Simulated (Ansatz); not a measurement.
Relativistic treatment of P

```
P
1.0
     4.27290    0.00000    0.00000
     0.00000    4.27290    0.00000
     0.00000    0.00000    4.37800
P
1
Direct
  0.00000 0.00000 0.00000
```

The cell comes from COD entry 1534547, which wasn't checked; take it as a given geometry.

One fixed cell is solved with PBE by LAPW (all electrons) in Ansatz 0.2.0 under different relativistic treatments. Pressure is positive in compression.

Settings: a Γ-centred 8×8×8 k mesh, Fermi–Dirac smearing of 0.03 eV, basis error target 0.25 meV/atom, no spin polarisation.

```csv
setting,P (GPa),"lowest level at Γ above −25 eV, from the valence-band top or, without a gap, the Fermi level (eV)"
scalar-relativistic,-3.60,?
non-relativistic,-3.60,?
```

(1) Give the missing entry: row "non-relativistic", column "lowest level at Γ above −25 eV, from the valence-band top or, without a gap, the Fermi level (eV)".

(2) Give the missing entry: row "scalar-relativistic", column "lowest level at Γ above −25 eV, from the valence-band top or, without a gap, the Fermi level (eV)".

Answers

(1) -8.68.

(2) -8.76.
